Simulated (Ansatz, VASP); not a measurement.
AlN in VASP and in Ansatz

Contents of INCAR:

```
SYSTEM = AlN
ALGO     = Normal         ! electronic algorithm
EDIFF    = 1E-6           ! SCF threshold, eV
ENCUT    = 520            ! plane-wave cutoff, eV
GGA      = PE             ! functional
ISIF     = 2              ! what is computed and relaxed
ISMEAR   = 0              ! smearing method
LASPH    = .TRUE.         ! aspherical terms in the spheres
LCHARG   = .TRUE.         ! write CHGCAR
LELF     = .TRUE.         ! ELF
LREAL    = .FALSE.        ! projectors in reciprocal space
LVHAR    = .TRUE.       
LWAVE    = .FALSE.        ! write WAVECAR
NBANDS   = 11             ! bands
NELM     = 80             ! most SCF steps
PREC     = Accurate       ! precision mode
SIGMA    = 0.05           ! smearing width, eV
```

The input KPOINTS:

```
k-points
0
G
  10 10 10
  0 0 0
```

Contents of POSCAR:

```
AlN
1.0
    0.0000000000      1.9078941088      2.8618411632
    1.9078941088      0.0000000000      2.8618411632
    1.9078941088      1.9078941088      0.0000000000
Al N
1 1
Direct
    0.0000000000      0.0000000000      0.0000000000
    0.7500000000      0.7500000000      0.7500000000
```

Input for Ansatz:

```yaml
crystal:
  lattice:
    - [0.0, 1.9078941088, 2.8618411632]
    - [1.9078941088, 0.0, 2.8618411632]
    - [1.9078941088, 1.9078941088, 0.0]
  atoms:
    - { symbol: Al, position: [0.0, 0.0, 0.0] }
    - { symbol: "N", position: [0.75, 0.75, 0.75] }
basis:
  ecutwfc: 420
kpoints:
  mp_grid: { grid: [10, 10, 10] }
hamiltonian:
  xc: pbe
scf:
  occupations: { method: gaussian, width: 0.05 }
output:
  forces: true
  stress: true
  eigenvalues: true
```

Alike in both runs: task single point; functional PBE; k mesh 10 × 10 × 10; occupations gaussian, width 0.05 eV; no spin polarisation.

|  | VASP | Ansatz |
| --- | --- | --- |
| version | VASP 6.6.1 | Ansatz 0.2.0 |
| potentials or method | VASP PAW PBE potentials, release 64 (Al, N) | scalar-relativistic, plane waves, PAW |
| plane-wave cutoff (eV) | 520 | 420 |
| valence electrons in the cell | 8 | 8 |

|  | VASP | Ansatz | Ansatz less VASP |
| --- | --- | --- | --- |
| gap on the k mesh at the Fermi level (eV) | none | none | - |
| pressure (GPa) | 0.2 | 0.4 | +0.24 |
| largest component of the traceless stress (GPa) | 88.39 | 88.26 | -0.130 |

A gap of «none» marks a metal or a gap that the smearing closes. With one functional, cell and mesh, what is left measures potentials, basis and numerics.
